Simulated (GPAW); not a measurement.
# Calculated records

### How the form of the self-energy moves the gap of RbBr (Fm-3m)

The structure is cubic, space group Fm-3m (No. 225). Conventional cell: a = 6.854 Å, b = 6.854 Å, c = 6.854 Å, α = 90.00°, β = 90.00°, γ = 90.00°. Rb has 6 Br at 3.43 Å nearest. Nearest to Br lie 6 Rb at 3.43 Å. Farther neighbours and most contacts between anions are not listed.

```
method                                  : DFT, PBE, plane waves, PAW (and 3 further levels or steps)
program                                 : GPAW 26.7.0
settings of one run                     : cutoff 450 eV, GPAW PAW setups 1.2.1 data release, 4×4×4 k-mesh, nbands 379
cost                                    : 6 runs, 7.4 min in all on 4 MPI ranks of Intel Xeon Platinum 8375C at 2.90GHz (Ice Lake), shared host (the runs of this entry)
notes                                   : The database entry behind the starting cell differs from later determinations by our own check (about 0.5 % short). The cell and positions come from the Crystallography Open Database and are kept as given unless a step says otherwise. Limits: no spin-orbit coupling. Bands and cutoff are finite, so the gap is not at the basis limit. The miss can reach some tenths of an eV and take either sign; the mesh is an error of its own. The program warns of a poor linear fit in the extrapolation of some level, so the extrapolated values are rough.
G0W0, Godby-Needs plasmon pole          : 6.739 eV
one-shot HSE06                          : 5.460 eV
G0W0, extrapolated in the cutoff        : 7.013 eV
one-shot PBE0                           : 6.249 eV
G0W0, full frequency, Hilbert transform : 6.787 eV
known limits                            : not at the basis limit; no spin-orbit coupling
```

One-shot HSE06: −1.278 eV against G0W0, Godby-Needs plasmon pole. G0W0, extrapolated in the cutoff: +0.274 eV against G0W0, Godby-Needs plasmon pole, at other bands or cutoff, so not like for like.

[Paths, hosts, dates, memory and timing lines, banners, echoed tables and standing remarks are left out of the program output.]

[Logs are printed without paths, hosts, clocks, repeated set-up lines and the standing remarks that a program may print on its own settings, such as how far it seeks lower states.]

[Runs of the session that timed out or met a known fault of the program may be left out.]

[Hosts, paths, dates, database ids (printed as entryN), source tags and the programs' standing remarks are cut or masked in the printed files.]
